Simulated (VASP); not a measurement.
## InP in VASP 6.6.1, single-point calculation

INCAR

```
NBANDS = 16
NSW = 0
LWAVE = .FALSE.
EDIFF = 0.0001
ENCUT = 520
PREC = Accurate
GGA = PE
NELM = 120
LCHARG = .FALSE.
LASPH = .TRUE.
LREAL = .FALSE.
ISIF = 2
SIGMA = 0.02
IBRION = -1
ISMEAR = -1
```

KPOINTS

```
KPOINTS created by Atomic Simulation Environment
0
Gamma
8 8 8
0 0 0
```

POSCAR

```
In P
 1.0000000000000000
     0.0000000000000000    3.0294046015000000    2.9537876380000001
     3.0294046015000000    0.0000000000000000    2.9537876380000001
     3.0294046015000000    3.0294046015000000    0.0000000000000000
 In  P
   1   1
Cartesian
  0.0000000000000000  0.0000000000000000  0.0000000000000000
  1.5147023007499998  1.5147023007499998  1.4768938189999998
```

The recommended PBE PAW datasets give the neutral cell 18 valence electrons.

Command

```
mpirun -np 1 vasp_std
```

OSZICAR

```
N       E                     dE             d eps       ncg     rms          rms(c)
DAV:   1     0.111960692264E+03    0.11196E+03   -0.83132E+03  1896   0.122E+03
DAV:   2    -0.117502598412E+01   -0.11314E+03   -0.10815E+03  2104   0.297E+02
DAV:   3    -0.857962876814E+01   -0.74046E+01   -0.73678E+01  2504   0.739E+01
DAV:   4    -0.878195562002E+01   -0.20233E+00   -0.20228E+00  2456   0.134E+01
DAV:   5    -0.879043758889E+01   -0.84820E-02   -0.84818E-02  2840   0.225E+00    0.505E+00
DAV:   6    -0.841768635962E+01    0.37275E+00   -0.61945E-01  2992   0.119E+01    0.303E+00
DAV:   7    -0.839586240269E+01    0.21824E-01   -0.14017E-01  2712   0.273E+00    0.118E+00
DAV:   8    -0.839660630124E+01   -0.74390E-03   -0.12983E-02  2352   0.130E+00    0.243E-01
DAV:   9    -0.839727895330E+01   -0.67265E-03   -0.13006E-03  2464   0.403E-01    0.140E-01
DAV:  10    -0.839741302126E+01   -0.13407E-03   -0.16573E-04  2256   0.144E-01    0.722E-02
DAV:  11    -0.839749723661E+01   -0.84215E-04   -0.15763E-04  2248   0.118E-01
   1 F= -.83974972E+01 E0= -.83974956E+01  d E =-.321802E-05
```

From OUTCAR

```
k-points           NKPTS =     59   k-points in BZ     NKDIM =     59   number of bands    NBANDS=     16

   NELECT =      18.0000    total number of electrons

   dimension x,y,z NGX =    32 NGY =   32 NGZ =   32
   dimension x,y,z NGXF=    64 NGYF=   64 NGZF=   64

  energy-cutoff  :      520.00
  volume of cell :       54.22
      direct lattice vectors                 reciprocal lattice vectors
     0.000000000  3.029404602  2.953787638    -0.165048934  0.165048934  0.169274187
     3.029404602  0.000000000  2.953787638     0.165048934 -0.165048934  0.169274187
     3.029404602  3.029404602  0.000000000     0.165048934  0.165048934 -0.169274187

 k-points in reciprocal lattice and weights: KPOINTS created by Atomic Simulation Env
   0.00000000  0.00000000  0.00000000       0.002
   0.12500000  0.00000000  0.00000000       0.016
   0.25000000  0.00000000  0.00000000       0.016
   0.37500000  0.00000000  0.00000000       0.016
   0.50000000  0.00000000  0.00000000       0.008
   0.12500000  0.12500000  0.00000000       0.004
   0.25000000  0.12500000  0.00000000       0.016
   0.37500000  0.12500000  0.00000000       0.016
   ...

 E-fermi :   4.5964

 k-point     1 :       0.0000    0.0000    0.0000
  band No.  band energies     occupation
      1      -9.6532      2.00000
      2      -9.6532      2.00000
      3      -9.6429      2.00000
      4      -9.5343      2.00000
      5      -9.5294      2.00000
      6      -6.6244      2.00000
      7       4.3725      1.99997
      8       4.3725      1.99997
      9       4.4802      1.99403
     10       4.7125      0.00603
     11       8.4690      0.00000
     12       8.5118      0.00000
     13       8.5118      0.00000
     14      12.6502      0.00000
     15      13.5535      0.00000
     16      13.9108      0.00000

 k-point     2 :       0.1250    0.0000    0.0000
  band No.  band energies     occupation
      1      -9.6640      2.00000
      2      -9.6473      2.00000
      3      -9.6399      2.00000
      4      -9.5345      2.00000
      5      -9.5289      2.00000
      6      -6.4664      2.00000
      7       2.8455      2.00000
      8       4.2022      2.00000
      9       4.2885      2.00000
     10       5.7707      0.00000
     11       8.5669      0.00000
     12       8.7563      0.00000
     13       8.7649      0.00000
     14      13.0084      0.00000
     15      13.2200      0.00000
     16      13.4689      0.00000

 k-point     3 :       0.2500    0.0000    0.0000
  band No.  band energies     occupation
      1      -9.6949      2.00000
      2      -9.6349      2.00000
      3      -9.6285      2.00000
      4      -9.5333      2.00000
      5      -9.5260      2.00000
      6      -6.0270      2.00000
      7       1.1005      2.00000
      8       3.8572      2.00000
      9       3.9722      2.00000
     10       5.9850      0.00000
     11       9.1203      0.00000
     12       9.1510      0.00000
     13       9.5472      0.00000
     14      12.8758      0.00000
     15      12.9427      0.00000
     16      13.4399      0.00000

 ...

  Total       -0.5836805     -0.5836805     -0.2420106      0.0000000     -0.0000000      0.0000000
  in kB      -17.2489227    -17.2489227     -7.1518953      0.0000000     -0.0000000      0.0000000
  external PRESSURE =     -13.8832469 kB  Pullay stress =       0.0000000 kB

 POSITION                                       TOTAL-FORCE (eV/Angst)
 -----------------------------------------------------------------------------------
      0.00000      0.00000      0.00000         0.000000      0.000000      0.000000
      1.51470      1.51470      1.47689        -0.000000     -0.000000     -0.000000
 -----------------------------------------------------------------------------------
    total drift:                               -0.000000     -0.000000      0.000000

  FREE ENERGIE OF THE ION-ELECTRON SYSTEM (eV)
  ---------------------------------------------------
  free  energy   TOTEN  =        -8.3974972366 eV

  energy  without entropy=       -8.3974940186  energy(sigma->0) =       -8.39749563
```

It converged. Results: gap between bands v and c on the k mesh 0.23 eV; least direct gap on the k mesh 0.23 eV; pressure -1.4 GPa. Band v is the last that the valence electrons fill when counted band by band, and c is the next.

For comparison, a separate PBE run of the intended cell, on usual settings and not on those above, gives a gap of 0.23 eV on its mesh and a pressure of -1.4 GPa.

The run above took about 38 s on one core of a shared host (Intel Xeon Platinum 8488C) and held 0.2 GiB at most.
